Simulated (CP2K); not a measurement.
Crystal: SrO.

```
Sr O
1.0
     3.62930    0.00000    0.00000
     1.81465    3.14306    0.00000
     1.81465    1.04769    2.96331
Sr O
1 1
Direct
  0.50000 0.50000 0.50000
  0.00000 0.00000 0.00000
```

Base run:

| Item | Value |
| --- | --- |
| Program | CP2K 2026.2 |
| Functional | PBEsol |
| Potentials or basis | POTENTIAL_UZH Sr GTH-PBE-q10, O GTH-PBE-q6; TZVP-MOLOPT-PBE-GTH basis |
| Density cutoff | 8163 eV |
| k mesh | 9 × 9 × 9 |
| Occupations | gaussian, width 0.05 eV |
| Spin | no spin polarisation |

Its results: band gap on the k mesh 3.45 eV, indirect (least direct gap 3.53 eV); pressure 1.2 GPa.

Problem. The run is repeated on the same cell with these changes: functional from PBEsol to PBE. What comes out?

Solution. Band gap on the k mesh 3.52 eV, indirect (least direct gap 3.61 eV); pressure 4.7 GPa.

PBE binds less tightly than PBEsol, so the same cell stands under more pressure.

Caveats: an odd mesh through Γ misses points on the zone boundary, where band edges often lie; the basis of atomic orbitals isn't converged, which shifts pressures, moduli and gaps; the potentials were made for another functional, which shifts forces and pressure (some runs).
